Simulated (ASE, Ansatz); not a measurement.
# Memory against size: Priceite (P2_1/c), Ca2B5H7O13 (108 atoms) repeated, support functions

The cell holds 108 atoms: 8 Ca, 20 B, 28 H and 52 O. Cell: a = 11.580 Å, b = 6.984 Å, c = 12.352 Å, α = 90.0°, β = 110.6°, γ = 90.0°. It derives from Ca2B5H7O13 (P2_1/c), repeated 1×1×1. Ca2B5H7O13, space group P2_1/c, structure from the Crystallography Open Database, 1 x 1 x 1 conventional cells; every coordinate displaced by a Gaussian of 0.02 Å; bonds to H set to neutron lengths (C-H 1.089, N-H 1.015, O-H 0.983, B-H 1.19 Å) where the listed ones are shorter.

Calculated with Ansatz 0.2.0: Kohn-Sham DFT, revPBE+D4, PAW (set soft_2), localised support functions (medium); the typed cell is repeated and solved at Γ on 1 × NVIDIA GB200 with 32 threads of Arm Neoverse V2, shared host.

| atoms | memory planned on the GPU (GiB) | repeats | SCF cycles |
| --- | --- | --- | --- |
| 108 | 3.5 | 1×1×1 | 12 |
| 216 | 5.5 | 1×2×1 | 12 |
| 1296 | 22.5 | 2×3×2 | 12 |
| 2592 | 44.1 | 3×4×2 | 13 |
| 4860 | ? | ? | ? |

**Question.** Fit a power law of the atom count to the rows given and extrapolate to the withheld row.

Worked fit:

A power law y = A x^b is a line in u = ln x and v = ln y.

```
u = ln x  v = ln y
 4.68213   1.25276
 5.37528   1.70475
 7.16704   3.11352
 7.86019   3.78646
```

With n = 4: mean u = 6.27116, mean v = 2.46437, Σ(u − ū)² = 6.6552, Σ(u − ū)(v − v̄) = 5.2882. Slope b = 5.2882 / 6.6552 = 0.79459; intercept a = v̄ − b ū = -2.5187.

At the withheld row u = 8.489, v = a + b u = 4.226, and y = exp(v).

Prediction at 4860: 68.48 GiB. The run gave 90.9 GiB, so the fit is low by 22 GiB (25 % of the value).

The fitted exponent is 0.79. Between neighbouring rows, the withheld one included, the exponents are 0.65, 0.79, 0.97 and 1.2, so one power law doesn't hold over the range. Among the rows given, the largest relative miss of the fit is at 1296, by 1.5 GiB (6.5 %).

Limits: One run a row. Whether the card's size bounds the plan at the largest cells wasn't tested.

[Logs are printed without paths, hosts, clocks, repeated set-up lines and the standing remarks that a program may print on its own settings, such as how far it seeks lower states.]

[Hosts, paths, dates, database ids (printed as entryN), source tags and the programs' standing remarks are cut or masked in the printed files.]
